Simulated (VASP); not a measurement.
# Sb (Fm-3m) in VASP: further runs

Aim: see how the results for Sb move with the level of theory and the settings. Levels: PBE, r2SCAN. Tasks: single point.

Everything below comes from runs of VASP 6.6.1. Logs are shortened: lines on timing, memory, paths and dates and some standing lists are left out, and cuts for length are marked.

## Step 1: The structure

The structure is cubic, space group Fm-3m (No. 225). The conventional cell has a = 4.742 Å, b = 4.742 Å, c = 4.742 Å, α = 90.00°, β = 90.00°, γ = 90.00°. Sb (site symmetry m-3m) is surrounded by 12 Sb at 3.35 Å.

This isn't the form of Sb at room conditions, which is rhombohedral.

## Step 2: Single point, PBE

INCAR reads:

```
SYSTEM = Sb
ALGO = Normal
EDIFF = 1E-6
ENCUT = 450
GGA = PE
ISIF = 2
ISMEAR = 0
LASPH = .True.
LCHARG = .False.
LREAL = .False.
LWAVE = .False.
NELM = 100
PREC = Accurate
SIGMA = 0.02
```

KPOINTS reads:

```
k-points
0
Gamma
  5 5 5
  0 0 0
```

POSCAR reads:

```
Sb
1.0
    0.0000000000      2.3712425216      2.3712425216
    2.3712425216      0.0000000000      2.3712425216
    2.3712425216      2.3712425216      0.0000000000
Sb
1
Direct
    0.0000000000      0.0000000000      0.0000000000
```

Potentials or basis: VASP PAW PBE potentials, release 64 (Sb_d_GW).

The run is started by

```bash
> cat potpaw_PBE.64/Sb_d_GW/POTCAR > POTCAR
> mpirun -np 1 vasp_std > vasp.out
```

OUTCAR:

```text
SYSTEM = Sb
   EDIFF = 1E-6
   ENCUT = 450
   GGA = PE
   ISIF = 2
   ISMEAR = 0
   LASPH = .True.
   LREAL = .False.
   NELM = 100
   PREC = Accurate

 ion  position               nearest neighbor table
   1  0.000  0.000  0.000-

  LATTYP: Found a face centered cubic cell.
 ALAT       =     4.7424850432

  Lattice vectors:

 A1 = (   0.0000000000,   2.3712425216,   2.3712425216)
 A2 = (   2.3712425216,   0.0000000000,   2.3712425216)
 A3 = (   2.3712425216,   2.3712425216,   0.0000000000)

Analysis of symmetry for initial positions (statically):
=====================================================================
 Subroutine PRICEL returns:
 Original cell was already a primitive cell.

 Routine SETGRP: Setting up the symmetry group for a
 face centered cubic supercell.

 Subroutine GETGRP returns: Found 48 space group operations
 (whereof 48 operations were pure point group operations)
 out of a pool of 48 trial point group operations.

The static configuration has the point symmetry O_h .

Analysis of symmetry for dynamics (positions and initial velocities):
=====================================================================
 Subroutine PRICEL returns:
 Original cell was already a primitive cell.

 Routine SETGRP: Setting up the symmetry group for a
 face centered cubic supercell.

 Subroutine GETGRP returns: Found 48 space group operations
 (whereof 48 operations were pure point group operations)
 out of a pool of 48 trial point group operations.

The dynamic configuration has the point symmetry O_h .

 Subroutine INISYM returns: Found 48 space group operations
 (whereof 48 operations are pure point group operations),
 and found     1 'primitive' translations

----------------------------------------------------------------------------------------

                                     Primitive cell

  volume of cell :      26.6660

  direct lattice vectors                    reciprocal lattice vectors
     0.000000000  2.371242522  2.371242522    -0.210859916  0.210859916  0.210859916
     2.371242522  0.000000000  2.371242522     0.210859916 -0.210859916  0.210859916
     2.371242522  2.371242522  0.000000000     0.210859916  0.210859916 -0.210859916

  length of vectors
     3.353443334  3.353443334  3.353443334     0.365220089  0.365220089  0.365220089

  position of ions in fractional coordinates (direct lattice)
     0.000000000  0.000000000  0.000000000

  ion indices of the primitive-cell ions
   primitive index   ion index
                 1           1

----------------------------------------------------------------------------------------

 KPOINTS: k-points

Automatic generation of k-mesh.
 Grid dimensions read from file:
 generate k-points for:    5    5    5

 Generating k-lattice:

  Cartesian coordinates                     Fractional coordinates (reciprocal lattice)
    -0.042171983  0.042171983  0.042171983     0.200000000  0.000000000  0.000000000
     0.042171983 -0.042171983  0.042171983     0.000000000  0.200000000  0.000000000
     0.042171983  0.042171983 -0.042171983     0.000000000  0.000000000  0.200000000

  Length of vectors
     0.073044018  0.073044018  0.073044018

  Shift w.r.t. Gamma in fractional coordinates (k-lattice)
     0.000000000  0.000000000  0.000000000

 Subroutine IBZKPT returns following result:
 ===========================================

 Found     10 irreducible k-points:

 Following reciprocal coordinates:
            Coordinates               Weight
  0.000000  0.000000  0.000000      1.000000
  0.200000  0.000000  0.000000      8.000000
  0.400000  0.000000  0.000000      8.000000
  0.200000  0.200000  0.000000      6.000000
  0.400000  0.200000  0.000000     24.000000
 -0.400000  0.200000  0.000000     24.000000
 -0.200000  0.200000  0.000000     12.000000
  0.400000  0.400000  0.000000      6.000000
 -0.400000  0.400000  0.000000     12.000000
 -0.400000  0.400000  0.200000     24.000000
   k-points           NKPTS =     10   k-points in BZ     NKDIM =     10   number of bands    NBANDS=     11
   number of dos      NEDOS =    301   number of ions     NIONS =      1
   total plane-waves  NPLWV =  13824
   dimension x,y,z NGX =    24 NGY =   24 NGZ =   24
   dimension x,y,z NGXF=    48 NGYF=   48 NGZF=   48
   ions per type =               1
   NGX,Y,Z   is equivalent  to a cutoff of  11.90, 11.90, 11.90 a.u.
   NGXF,Y,Z  is equivalent  to a cutoff of  23.80, 23.80, 23.80 a.u.
 SYSTEM =  Sb
   PREC   = accura    normal or accurate (medium, high low for compatibility)
   ISTART =      0    job   : 0-new  1-cont  2-samecut
   ICHARG =      2    charge: 1-file 2-atom 10-const
   ISPIN  =      1    spin polarized calculation?
   LNONCOLLINEAR =      F non collinear calculations
   LSORBIT =      F    spin-orbit coupling
   LASPH  =      T    aspherical Exc in radial PAW
   ENCUT  =  450.0 eV  33.07 Ry    5.75 a.u.   5.80  5.80  5.80*2*pi/ulx,y,z
   NELM   =    100;   NELMIN=  2; NELMDL= -5     # of ELM steps
   EDIFF  = 0.1E-05   stopping-criterion for ELM
   LREAL  =      F    real-space projection
   EDIFFG = 0.1E-04   stopping-criterion for IOM
   NSW    =      0    number of steps for IOM
   IBRION =     -1    ionic relax: 0-MD 1-quasi-New 2-CG
   NFREE  =      0    steps in history (QN), initial steepest desc. (CG)
   ISIF   =      2    stress and relaxation
   ISYM   =      2    0-nonsym 1-usesym 2-fastsym
   POTIM  = 0.5000    time-step for ionic-motion
   TEBEG  =    0.0;   TEEND  =   0.0 temperature during run
   PSTRESS=    0.0 pullay stress
   NELECT =      15.0000    total number of electrons
   NUPDOWN=      -1.0000    fix difference up-down
   EMIN   =  10.00;   EMAX   =-10.00  energy-range for DOS
   EFERMI =   0.00;   METHOD = LEGACY
   ISMEAR =     0;   SIGMA  =   0.02  broadening in eV -4-tet -1-fermi 0-gaus
   EFERMI_NEDOS =   21; number of points for ismear=-14 and -15
   IALGO  =     38    algorithm
   IMIX   =      4    mixing-type and parameters
     AMIX     =   0.40;   BMIX     =  1.00
     AMIX_MAG =   1.60;   BMIX_MAG =  1.00
  volume/ion in A,a.u.               =      26.67       179.95
  Fermi-wavevector in a.u.,A,eV,Ry     =   1.351406  2.553788 24.848307  1.826299
  Thomas-Fermi vector in A             =   2.478831
   LORBIT       =      0    0 simple, 1 ext, 2 COOP (PROOUT), +10 PAW based schemes
   GGA     = PE    functional components
   LHFCALC =     F    Hartree Fock is set to
   AEXX    =    0.0000 exact exchange contribution
   IVDW    =     0    specifies the selected vdW correction
   LEPSILON=     F    determine dielectric tensor
   LRPA    =     F    only Hartree local field effects (RPA)
 non-spin polarized calculation
 Gauss-broadening in eV      SIGMA  =   0.02
  energy-cutoff  :      450.00
  volume of cell :       26.67
 maximum number of plane-waves:       589
   NGX = 11   NGY = 11   NGZ = 11

 number of electron      15.0000001 magnetization

 Free energy of the ion-electron system (eV)
  ---------------------------------------------------
  ext. energy  EPLUGINS =         0.00000000
  ---------------------------------------------------
  free energy    TOTEN  =        -3.77194678 eV

  energy without entropy =       -3.77014842  energy(sigma->0) =       -3.77104760

 E-fermi :   6.2573     XC(G=0): -10.6945

 val. band max:        6.2486959983   @ k =  -0.4000   0.4000   0.2000
 cond. band min:       6.4877226928   @ k =  -0.2000   0.2000   0.0000
 fundamental gap:      0.2390266946
 Fermi energy:         6.2573268674

 k-point     1 :       0.0000    0.0000    0.0000
  band No.  band energies     occupation
      1     -22.8710      2.00000
      2     -22.8710      2.00000
      3     -22.8710      2.00000
      4     -22.8308      2.00000
      5     -22.8308      2.00000
      6      -6.5304      2.00000
      7      11.8554      0.00000
      8      11.8554      0.00000
      9      11.8554      0.00000
     10      16.6828      0.00000
     11      17.0330      0.00000

 k-point     2 :       0.2000    0.0000    0.0000
  band No.  band energies     occupation
      1     -22.8675      2.00000
      2     -22.8604      2.00000
      3     -22.8604      2.00000
      4     -22.8252      2.00000
      5     -22.8252      2.00000
      6      -5.7362      2.00000
      7       7.1558      0.00000
      8      11.0836      0.00000
      9      11.0836      0.00000
     10      15.0237      0.00000
     11      17.8018      0.00000

 k-point     3 :       0.4000    0.0000    0.0000
  band No.  band energies     occupation
      1     -22.8641      2.00000
      2     -22.8641      2.00000
      3     -22.8624      2.00000
      4     -22.7954      2.00000
      5     -22.7954      2.00000
      6      -3.5377      2.00000
      7       1.8271      2.00000
      8      10.2592      0.00000
      9      10.2592      0.00000
     10      14.8199      0.00000
     11      16.2426      0.00000

 k-point     4 :       0.2000    0.2000    0.0000
  band No.  band energies     occupation
      1     -22.8848      2.00000
      2     -22.8453      2.00000
      3     -22.8397      2.00000
      4     -22.8397      2.00000
      5     -22.8177      2.00000
      6      -5.4692      2.00000
      7       8.6534      0.00000
      8       9.3160      0.00000
      9       9.3160      0.00000
     10      13.1771      0.00000
     11      14.5901      0.00000

 k-point     5 :       0.4000    0.2000    0.0000
  band No.  band energies     occupation
      1     -22.8814      2.00000
      2     -22.8537      2.00000
      3     -22.8349      2.00000
      4     -22.8151      2.00000
      5     -22.7924      2.00000
      6      -3.6918      2.00000
      7       3.8850      2.00000
      8       7.6222      0.00000
      9       8.4584      0.00000
     10      12.6454      0.00000
     11      15.9196      0.00000

 k-point     6 :      -0.4000    0.2000    0.0000
  band No.  band energies     occupation
      1     -22.8714      2.00000
      2     -22.8436      2.00000
      3     -22.8407      2.00000
      4     -22.8065      2.00000
      5     -22.7964      2.00000
      6      -2.2298      2.00000
      7       1.4957      2.00000
      8       6.0999      2.00000
      9       9.0936      0.00000
     10      13.0283      0.00000
     11      18.2659      0.00000

 k-point     7 :      -0.2000    0.2000    0.0000
  band No.  band energies     occupation
      1     -22.8600      2.00000
      2     -22.8597      2.00000
      3     -22.8377      2.00000
      4     -22.8356      2.00000
      5     -22.8034      2.00000
      6      -4.4446      2.00000
      7       5.3085      2.00000
      8       6.4877      0.00000
      9      10.8539      0.00000
     10      15.0377      0.00000
     11      17.2328      0.00000

 k-point     8 :       0.4000    0.4000    0.0000
  band No.  band energies     occupation
      1     -22.9071      2.00000
      2     -22.8715      2.00000
      3     -22.7965      2.00000
      4     -22.7882      2.00000
      5     -22.7882      2.00000
      6      -2.4366      2.00000
      7       3.2466      2.00000
      8       7.1431      0.00000
      9       7.1431      0.00000
     10      11.0439      0.00000
     11      11.3763      0.00000

 k-point     9 :      -0.4000    0.4000    0.0000
  band No.  band energies     occupation
      1     -22.8925      2.00000
      2     -22.8608      2.00000
      3     -22.8034      2.00000
      4     -22.7961      2.00000
      5     -22.7874      2.00000
      6      -1.0119      2.00000
      7       2.0844      2.00000
      8       4.0752      2.00000
      9       7.3950      0.00000
     10      11.3369      0.00000
     11      15.0958      0.00000

 k-point    10 :      -0.4000    0.4000    0.2000
  band No.  band energies     occupation
      1     -22.8644      2.00000
      2     -22.8591      2.00000
      3     -22.8298      2.00000
      4     -22.8052      2.00000
      5     -22.7889      2.00000
      6      -1.7500      2.00000
      7       3.0885      2.00000
      8       4.3099      2.00000
      9       6.2487      1.45833
     10      15.0252      0.00000
     11      16.0481      0.00000

------------------------ aborting loop because EDIFF is reached ----------------------------------------

  FORCE on cell =-STRESS in cart. coord.  units (eV):
  Direction    XX          YY          ZZ          XY          YZ          ZX
  --------------------------------------------------------------------------------------
  -------------------------------------------------------------------------------------
  Total        0.3153044      0.3153044      0.3153044      0.0000000      0.0000000      0.0000000
  in kB       18.9444790     18.9444790     18.9444790      0.0000000      0.0000000      0.0000000
  external PRESSURE =      18.9444790 kB  Pullay stress =       0.0000000 kB

 VOLUME and BASIS-vectors are now :
 -----------------------------------------------------------------------------
  energy-cutoff  :      450.00
  volume of cell :       26.67
      direct lattice vectors                 reciprocal lattice vectors
     0.000000000  2.371242522  2.371242522    -0.210859916  0.210859916  0.210859916
     2.371242522  0.000000000  2.371242522     0.210859916 -0.210859916  0.210859916
     2.371242522  2.371242522  0.000000000     0.210859916  0.210859916 -0.210859916

 POSITION                                       TOTAL-FORCE (eV/Angst)
 -----------------------------------------------------------------------------------
      0.00000      0.00000      0.00000         0.000000     -0.000000      0.000000
 -----------------------------------------------------------------------------------
    total drift:                                0.000000      0.000000     -0.000000

  FREE ENERGIE OF THE ION-ELECTRON SYSTEM (eV)
  ---------------------------------------------------
  free  energy   TOTEN  =        -3.7719467848 eV

  energy  without entropy=       -3.7701484203  energy(sigma->0) =       -3.77104760
```

Run time: 3.4 s. Hardware: 1 thread of Intel Xeon Platinum 8488C (Sapphire Rapids), shared host; peak memory 0.14 GiB.

What came out:

```yaml
Free_energy: -3.7719 eV
Pressure: 1.9 GPa
Band_gap_on_the_k_mesh: none (metal or under the smearing width)
```

Caveat: the k mesh is coarse (spacing up to 0.46 Å⁻¹), so the values aren't converged. Spin-orbit coupling is left out, which matters for the levels of Sb.

[end of part 1 of 2]
